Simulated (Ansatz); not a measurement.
Runs of Ansatz 0.2.0 on ZnS (Wurtzite-2H). The structure is hexagonal, space group P6_3mc (No. 186). The conventional cell has a = 3.811 Å, b = 3.811 Å, c = 6.234 Å, α = 90.00°, β = 90.00°, γ = 120.00°. Around Zn (site symmetry 3m) lie 4 S at 2.31 to 2.40 Å. Around S (site symmetry 3m) lie 4 Zn at 2.31 to 2.40 Å. 

```csv
level,gap on the mesh (eV),pressure (GPa),largest force (eV/Å)
HF,10.36,9.6,0.39
PBEsol0,4.01,(a),0.33
HSEsol,3.32,-0.8,0.33
HSE06,3.47,(c),(b)
```

Alike in all rows: task band structure; potentials or basis Ansatz PAW; no spin polarisation; cell as given; k mesh 4 × 4 × 3; cutoff (eV) 420; smearing fermi-dirac 0.05 eV; the mesh is coarse, so values aren't converged.

Estimate the missing entries.

(a) -1.0; (b) 0.34; (c) 1.8.

Caveats: all runs use coarse meshes; the PAW data sets come from PBE, with cores solved anew for the run's functional, which leaves a small shift of forces and pressure; the thresholds are loose for stress.

